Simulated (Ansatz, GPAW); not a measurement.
## A script for KBr (GLLB-SC)

These are simulated results from GPAW 26.7.0, not measurements. The cell was built from a prototype and was relaxed with r2SCAN in plane waves (Ansatz 0.2.0). Not every such cell is a known phase. All runs are without spin polarisation.

It is cubic, Pm-3m (No. 221); conventional cell a = 3.976 Å, 31.43 Å³ an atom. K has 8 Br at 3.44 Å; Br has 8 K at 3.44 Å.

GLLB-SC is a model potential. Its fundamental gap is the Kohn-Sham gap plus a derivative discontinuity, which the script evaluates at the band edges among the listed k points. Its total energy isn't variational and serves nothing here.

run.py reads:

```python
import json
from ase import Atoms
from gpaw import GPAW, PW, FermiDirac

atoms = Atoms(['K', 'Br'],
              cell=[[3.976255, 0.0, 0.0], [0.0, 3.976255, 0.0], [0.0, 0.0, 3.976255]],
              scaled_positions=[[0.0, 0.0, 0.0], [0.5, 0.5, 0.5]],
              pbc=True)
calc = GPAW(mode=PW(400), xc='GLLBSC', kpts={'size': (4, 4, 4), 'gamma': True},
            occupations=FermiDirac(0.02), maxiter=100, legacy_gpaw=True, txt='gpaw.txt')
atoms.calc = calc
res = {'energy': atoms.get_potential_energy(force_consistent=True)}
res['electrons'] = calc.get_number_of_electrons()
res['k'] = calc.get_ibz_k_points().tolist()
res['levels'] = [calc.get_eigenvalues(kpt=i).tolist() for i in range(len(res['k']))]
points = [[0.0, 0.0, 0.0], [0.0, 0.5, 0.0], [0.5, 0.5, 0.0], [0.5, 0.5, 0.5], [0.0, 0.5, 0.5]]
bands = calc.fixed_density(kpts=points, symmetry='off', nbands=round(res['electrons']) // 2 + 6, convergence={'bands': -2}, txt='bands.txt')
res['points'] = [bands.get_eigenvalues(kpt=i).tolist() for i in range(len(points))]
homo, lumo = bands.get_homo_lumo()
potential = calc.hamiltonian.xc.response.calculate_discontinuity_potential(homo, lumo)
res['discontinuity'] = bands.hamiltonian.xc.response.calculate_discontinuity(potential)
json.dump(res, open('results.json', 'w'))
print('free energy (eV):', round(res['energy'], 5))
```

Command: `python run.py`. It took 6.4 s on 1 thread of Arm Neoverse V1, with other jobs on the host, peak memory 0.14 GiB.

The log gpaw.txt, trimmed of paths, versions and times, then the last line on the terminal. An iter line gives the energy in eV and the logarithms of the changes of orbitals (plane waves alone) and density (c: converged):

```
___ ___ ___ _ _ _
 |   |   |_  | | | |

 | | | | | . | | | |

 |__ |  _|___|_____|  26.7.0
 |___|_|

Input parameters:
  kpts: {gamma: True,
         size: (4, 4, 4)}
  maxiter: 100
  mode: {ecut: 400.0,
         name: pw}
  occupations: {fixmagmom: False,
                name: fermi-dirac,
                width: 0.02}
  xc: GLLBSC

System changes: positions, numbers, cell, pbc, initial_charges, initial_magmoms

Initialize ...

species:
  K:
    name:    Potassium
    Z:       19.0
    valence: 9
    core:    10
    charge:  0.0  # [|e|]
    compensation charges:
      type: gauss
      rc: 0.35  # [Å]
      lmax: 2
    cutoffs:
      filter: 1.91  # [Å]
      core: 1.27  # [Å]
    projectors
    | kind |    occ | energy [eV] | rcut [Å] |

    |------|--------|-------------|----------|

    |   3s |  2.000 |     -35.517 |    1.122 |

    |   4s |  1.000 |      -3.176 |    1.122 |

    |   3p |  6.000 |     -18.819 |    1.106 |

    |    p |        |       8.392 |    1.106 |

    |    d |        |       0.000 |    0.937 |

    Using partial waves for K as LCAO basis

  Br:
    name:    Bromine
    Z:       35.0
    valence: 7
    core:    28
    charge:  0.0  # [|e|]
    compensation charges:
      type: gauss
      rc: 0.35  # [Å]
      lmax: 2
    cutoffs:
      filter: 1.98  # [Å]
      core: 2.38  # [Å]
    projectors
    | kind |    occ | energy [eV] | rcut [Å] |

    |------|--------|-------------|----------|

    |   4s |  2.000 |     -23.401 |    1.111 |

    |   4p |  5.000 |     -11.410 |    1.111 |

    |    s |        |       3.810 |    1.111 |

    |    p |        |      15.801 |    1.111 |

    |    d |        |       0.000 |    1.111 |

    Using partial waves for Br as LCAO basis

Reference energy: -87214.627607  # eV

Spin-paired calculation

Convergence criteria:
 Maximum [total energy] change in last 3 cyles: 0.0005 eV / valence electron
 Maximum integral of absolute [dens]ity change: 0.0001 electrons / valence electron
 Maximum integral of absolute [eigenst]ate change: 4e-08 eV^2 / valence electron
 Maximum number of scf [iter]ations: 100
 (Square brackets indicate name in SCF output, whereas a 'c' in
 the SCF output indicates the quantity has converged.)

Symmetries present (total): 48

  ( 1  0  0)  ( 1  0  0)  ( 1  0  0)  ( 1  0  0)  ( 1  0  0)  ( 1  0  0)
  ( 0  1  0)  ( 0  1  0)  ( 0  0  1)  ( 0  0  1)  ( 0  0 -1)  ( 0  0 -1)
  ( 0  0  1)  ( 0  0 -1)  ( 0  1  0)  ( 0 -1  0)  ( 0  1  0)  ( 0 -1  0)

  ( 1  0  0)  ( 1  0  0)  ( 0  1  0)  ( 0  1  0)  ( 0  1  0)  ( 0  1  0)
  ( 0 -1  0)  ( 0 -1  0)  ( 1  0  0)  ( 1  0  0)  ( 0  0  1)  ( 0  0  1)
  ( 0  0  1)  ( 0  0 -1)  ( 0  0  1)  ( 0  0 -1)  ( 1  0  0)  (-1  0  0)

  ( 0  1  0)  ( 0  1  0)  ( 0  1  0)  ( 0  1  0)  ( 0  0  1)  ( 0  0  1)
  ( 0  0 -1)  ( 0  0 -1)  (-1  0  0)  (-1  0  0)  ( 1  0  0)  ( 1  0  0)
  ( 1  0  0)  (-1  0  0)  ( 0  0  1)  ( 0  0 -1)  ( 0  1  0)  ( 0 -1  0)

  ( 0  0  1)  ( 0  0  1)  ( 0  0  1)  ( 0  0  1)  ( 0  0  1)  ( 0  0  1)
  ( 0  1  0)  ( 0  1  0)  ( 0 -1  0)  ( 0 -1  0)  (-1  0  0)  (-1  0  0)
  ( 1  0  0)  (-1  0  0)  ( 1  0  0)  (-1  0  0)  ( 0  1  0)  ( 0 -1  0)

  ( 0  0 -1)  ( 0  0 -1)  ( 0  0 -1)  ( 0  0 -1)  ( 0  0 -1)  ( 0  0 -1)
[... 4 lines left out ...]
  (-1  0  0)  (-1  0  0)  ( 1  0  0)  ( 1  0  0)  ( 0  0  1)  ( 0  0  1)
  ( 0  1  0)  ( 0 -1  0)  ( 0  0  1)  ( 0  0 -1)  ( 1  0  0)  (-1  0  0)

  ( 0 -1  0)  ( 0 -1  0)  ( 0 -1  0)  ( 0 -1  0)  (-1  0  0)  (-1  0  0)
  ( 0  0 -1)  ( 0  0 -1)  (-1  0  0)  (-1  0  0)  ( 0  1  0)  ( 0  1  0)
  ( 1  0  0)  (-1  0  0)  ( 0  0  1)  ( 0  0 -1)  ( 0  0  1)  ( 0  0 -1)

  (-1  0  0)  (-1  0  0)  (-1  0  0)  (-1  0  0)  (-1  0  0)  (-1  0  0)
  ( 0  0  1)  ( 0  0  1)  ( 0  0 -1)  ( 0  0 -1)  ( 0 -1  0)  ( 0 -1  0)
  ( 0  1  0)  ( 0 -1  0)  ( 0  1  0)  ( 0 -1  0)  ( 0  0  1)  ( 0  0 -1)

64 k-points: 4 x 4 x 4 Monkhorst-Pack grid + [1/8,1/8,1/8]
10 k-points in the irreducible part of the Brillouin zone
       k-points in crystal coordinates                weights
   0:     0.00000000    0.00000000    0.00000000          1/64
   1:     0.25000000    0.00000000    0.00000000          6/64
   2:     0.25000000    0.25000000    0.00000000         12/64
   3:     0.25000000    0.25000000    0.25000000          8/64
   4:     0.50000000    0.00000000    0.00000000          3/64
   5:     0.50000000    0.25000000    0.00000000         12/64
   6:     0.50000000    0.25000000    0.25000000         12/64
   7:     0.50000000    0.50000000    0.00000000          3/64
   8:     0.50000000    0.50000000    0.25000000          6/64
   9:     0.50000000    0.50000000    0.50000000          1/64

Wave functions: Plane wave expansion
  Cutoff energy: 400.000 eV
  Number of coefficients (min, max): 1088, 1189
  Pulay-stress correction: 0.000000 eV/Ang^3 (de/decut=0.000000)
  Using FFTW library
  ScaLapack parameters: grid=1x1, blocksize=None
  Wavefunction extrapolation:
    Improved wavefunction reuse through dual PAW basis

Occupation numbers: Fermi-Dirac:
  width: 0.0200  # eV

Eigensolver
   Davidson(niter=2)

Densities:
  Coarse grid: 20*20*20 grid
  Fine grid: 40*40*40 grid
  Total Charge: 0.000000

Density mixing:
  Method: separate
  Backend: msr1
  Linear mixing parameter: 0.05
  old densities: 10
  Width of damping distribution: 1.1
  Damping of long wavelength oscillations: 20

Hamiltonian:
  XC and Coulomb potentials evaluated on a 40*40*40 grid
  Using the GLLBSC Exchange-Correlation functional
  External potential:
    NoExternalPotential

XC parameters: GLLBSC functional being used consists of
  -----------------------------------------------------------------------
  | Weight | Module     | Description                                   |

  -----------------------------------------------------------------------
  |  1.000 | SCREENING  | GGA_X_PBE_SOL with 2 nearest neighbor stencil |

  |  1.000 | RESPONSE   | eps=0.0500 eV                                 |

  |  1.000 | XC         | GGA_C_PBE_SOL with 2 nearest neighbor stencil |

  -----------------------------------------------------------------------

Memory estimate:
  Process memory now: 110.88 MiB
  Calculator: 9.46 MiB
    Density: 4.32 MiB
      Arrays: 1.59 MiB
      Localized functions: 1.51 MiB
      Mixer: 1.22 MiB
    Hamiltonian: 1.07 MiB
      Arrays: 1.04 MiB
      XC: 0.00 MiB
      Poisson: 0.00 MiB
      vbar: 0.04 MiB
    Wavefunctions: 4.07 MiB
      Arrays psit_nG: 1.63 MiB
      Eigensolver: 0.27 MiB
      Projections: 0.04 MiB
      Projectors: 1.65 MiB
      PW-descriptor: 0.49 MiB

Total number of cores used: 1

Number of atoms: 2
Number of atomic orbitals: 9
Number of bands in calculation: 9
Number of valence electrons: 16
Bands to converge: occupied

... initialized

Initializing position-dependent things.

Density initialized from atomic densities
Creating initial wave functions:
  9 bands from LCAO basis set

   .---------.
  /|         |

 * |         |

 | |   Br    |

 | |         |

 | .---------.
 |/         /
 K---------*
Positions:
   0 K      0.000000    0.000000    0.000000    ( 0.0000,  0.0000,  0.0000)
   1 Br     1.988128    1.988128    1.988128    ( 0.0000,  0.0000,  0.0000)

Unit cell:
           periodic     x           y           z      points  spacing
  1. axis:    yes    3.976255    0.000000    0.000000    20     0.1988
  2. axis:    yes    0.000000    3.976255    0.000000    20     0.1988
  3. axis:    yes    0.000000    0.000000    3.976255    20     0.1988

  Lengths:   3.976255   3.976255   3.976255
  Angles:   90.000000  90.000000  90.000000

Effective grid spacing dv^(1/3) = 0.1988

iter:   1    -8.232696
iter:   2    -7.358810   -1.22  -1.38
iter:   3    -6.882392   -1.65  -1.40
iter:   4    -6.649422   -1.94  -1.47
iter:   5    -6.692228   -2.13  -1.38
iter:   6    -6.546834   -2.76  -1.96
iter:   7    -6.521031   -3.94  -1.90
iter:   8    -6.519190   -3.84  -1.99
iter:   9    -6.525631c  -4.11  -2.35
iter:  10    -6.531057   -4.25  -2.65
iter:  11    -6.530739c  -5.84  -4.04c
iter:  12    -6.529891c  -7.08  -4.04c
iter:  13    -6.530211c  -7.34  -4.24c
iter:  14    -6.530153c  -8.91c -4.63c

Converged after 14 iterations.

Energy contributions relative to reference atoms: (reference = -87214.627607)

Kinetic:        +18.159845
Potential:      -15.632614
External:        +0.000000
XC:              -8.380977
Entropy (-ST):   -0.000000
Local:           -0.676407
SIC:             +0.000000
--------------------------
Free energy:     -6.530153
Extrapolated:    -6.530153

GLLBSC response reference energy: -0.88421 eV (from HOMO)

Showing only first 2 kpts
 Kpt  Band  Eigenvalues  Occupancy
  0     6     -1.12687    2.00000
  0     7     -1.12687    2.00000
  0     8      4.51348    0.00000

  1     6     -1.11209    2.00000
  1     7     -1.11209    2.00000
  1     8      5.60088    0.00000

Fermi level: 0.26064

Gap: 5.398 eV
Transition (v -> c):
  (s=0, k=7, n=7, [0.50, 0.50, 0.00]) -> (s=0, k=0, n=8, [0.00, 0.00, 0.00])
Direct/indirect transitions are different
Direct gap: 5.640 eV
Transition at: (s=0, k=0, n=7, [0.00, 0.00, 0.00])

free energy (eV): -6.53015
```

The gap in the log is over the mesh alone; results.json adds the listed points. GLLB-SC gives a gap of 7.70 eV (5.398 eV Kohn-Sham over the listed points plus 2.303 eV discontinuity). On the same cell, plane-wave PBE (Ansatz, 6×6×6 k points and the special points) gives a gap of 4.02 eV and r2SCAN a gap of 4.77 eV; on shared hosts these took about 1.6 and 3.9 core-seconds on the 2-atom cell, against 6.4 for the script. Semilocal gaps usually lie below measured ones.

The runs are scalar-relativistic, without spin-orbit coupling.
